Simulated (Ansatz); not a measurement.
# HfO2: what a guessed cell relaxes into

The task: take a trial cell of HfO2 to zero force and stress, then test the end with a random kick.

Program: Ansatz 0.2.0. Level of theory: DFT PBE, scalar-relativistic, plane waves, PAW. These are calculated values, not measurements.

## 1. The system as given

Symmetry: R-3m, No. 166, trigonal system. The conventional cell has a = 3.732 Å, b = 3.732 Å, c = 8.296 Å, α = 90.00°, β = 90.00°, γ = 120.00°. Hf (site symmetry -3m) has 2 O at 1.95 Å as nearest neighbours. O (site symmetry 3m) is surrounded by 1 Hf at 1.95 Å.

Structure file:

```xyz
3
Lattice="1.8659 1.0773 2.7654 -1.8659 1.0773 2.7654 0.0000 -2.1546 2.7654" Properties=species:S:1:pos:R:3 pbc="T T T"
Hf    0.0000    0.0000    0.0000
O     0.0000    0.0000    1.9523
O     0.0000    0.0000    6.3440
```

The guess is a distorted database cell: HfO2 type (Fm-3m) distorted into a subgroup (R-3m, No. 166).

## 2. A first look at the guess

input.yaml

```yaml
crystal:
  lattice:
    - [1.86589564, 1.07727535, 2.76544984]
    - [-1.86589564, 1.07727535, 2.76544984]
    - [0.0, -2.1545507, 2.76544984]
  atoms:
    - { symbol: Hf, position: [0.0, 0.0, 0.0] }
    - { symbol: O, position: [0.23532639, 0.23532639, 0.23532639] }
    - { symbol: O, position: [0.76467361, 0.76467361, 0.76467361] }
basis:
  ecutwfc: 420
kpoints:
  mp_grid: { grid: [6, 6, 6] }
hamiltonian:
  xc: pbe
scf:
  occupations: { method: gaussian, width: 0.1 }
  lower_state_search: "off"
output:
  forces: true
  stress: true
  eigenvalues: true
```

Launch:

```sh
ansatz run input.yaml --threads 1 --pin off --max-ram 2048MiB --backend cpu --events-out ev --progress --plain --runs-dir out
```

The session goes on with these runs: a loose first relaxation; final relaxation; kick test: the unmoved cell on a coarse mesh; kicked and relaxed without symmetry.

Q: Predict the outcome of this session. Wanted: conventional cell; volume; energy over the elements; gap on the mesh.

**Answer**, as computed:

| quantity | value |
| --- | --- |
| symmetry at the end (tolerance 0.02 Å) | space group Fm-3m (No. 225) |
| conventional cell | a = 5.098 Å, b = 5.098 Å, c = 5.098 Å, α = 90.00°, β = 90.00°, γ = 90.00° |
| volume | 11.04 Å³/atom |
| energy over the elements (uncorrected; H, N, O, F and Cl as molecules) | -3.37 eV/atom |
| gap on the mesh | 3.75 eV |

The symmetry goes from space group R-3m (No. 166) to space group Fm-3m (No. 225), and the volume per atom shrinks by 0.7 % from the first guess. A negative formation energy is needed for stability but isn't enough; other structures and compounds were not set against it here. It survived the kick, though modes of other wave vectors, which need another repeat, weren't probed. These runs have no spin-orbit coupling; with Hf it would split and shift bands.
